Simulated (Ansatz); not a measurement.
# ZnS: the cost of one run

Method: DFT PBE, scalar-relativistic, plane waves, PAW, in Ansatz 0.2.0.

2 further runs of the same task are left out: 1 that didn't finish, 1 set aside as unsound or not needed.

## Step 1: The system as given

It takes space group P6_3mc (No. 186, hexagonal). Conventional cell: a = 3.845 Å, b = 3.845 Å, c = 6.305 Å, α = 90.00°, β = 90.00°, γ = 120.00°. Zn (site symmetry 3m) is surrounded by 4 S at 2.36 Å. S (site symmetry 3m) has 4 Zn at 2.36 Å as nearest neighbours.

Coordinates:

```cif
data_structure
_symmetry_space_group_name_H-M 'P6_3mc'
_symmetry_Int_Tables_number 186
_cell_length_a 3.8455
_cell_length_b 3.8455
_cell_length_c 6.3053
_cell_angle_alpha 90.000
_cell_angle_beta 90.000
_cell_angle_gamma 120.000
_cell_volume 80.75
loop_
_atom_site_label
_atom_site_type_symbol
_atom_site_symmetry_multiplicity
_atom_site_Wyckoff_symbol
_atom_site_fract_x
_atom_site_fract_y
_atom_site_fract_z
_atom_site_occupancy
Zn1 Zn 2 b 0.33333 0.66667 0.00522 1
S1 S 2 b 0.33333 0.66667 0.37978 1
```

This cell was relaxed beforehand with the same method: volume 20.19 Å³/atom, gap on the mesh 2.08 eV.

## Step 2: The reference cell

The reference gives a free energy of -8445.4574 eV, pressure -0.01 GPa, largest force 0.001 eV/Å and gap on the mesh 2.08 eV. It was computed beforehand with the settings of the runs below.

## Step 3: Setting up a strain scan

The cell is strained by ε times the Voigt pattern (0, 0, 1, 0, 0, 0) (xx, yy, zz, yz, xz, xy; engineering shear), with fractional coordinates fixed (clamped ions). The stress on the pattern is the sum of the stress components weighted by it, tension positive.

## Step 4: Point ε = -0.0200

input.yaml reads:

```yaml
crystal:
  lattice:
    - [3.8454929889, 0.0, 0.0]
    - [-1.9227464944, 3.3302946184, 0.0]
    - [0.0, 0.0, 6.1792266386]
  atoms:
    - { symbol: Zn, position: [0.3333333333, 0.6666666667, 0.0052197899] }
    - { symbol: Zn, position: [0.6666666667, 0.3333333333, 0.5052197899] }
    - { symbol: S, position: [0.3333333333, 0.6666666667, 0.3797802101] }
    - { symbol: S, position: [0.6666666667, 0.3333333333, 0.8797802101] }
basis:
  ecutwfc: 420
kpoints:
  mp_grid: { grid: [12, 12, 4] }
hamiltonian:
  xc: pbe
scf:
  occupations: { method: gaussian, width: 0.05 }
output:
  forces: true
  stress: true
  eigenvalues: true
```

Run with:

```bash
ansatz run input.yaml --threads 1 --pin off --max-ram 2560MiB --backend cpu --events-out ev --progress --plain --runs-dir out
```

What time and memory should one allow on 1 thread of Arm Neoverse V2, shared host?

About 8 s, with a peak of 0.34 GiB.
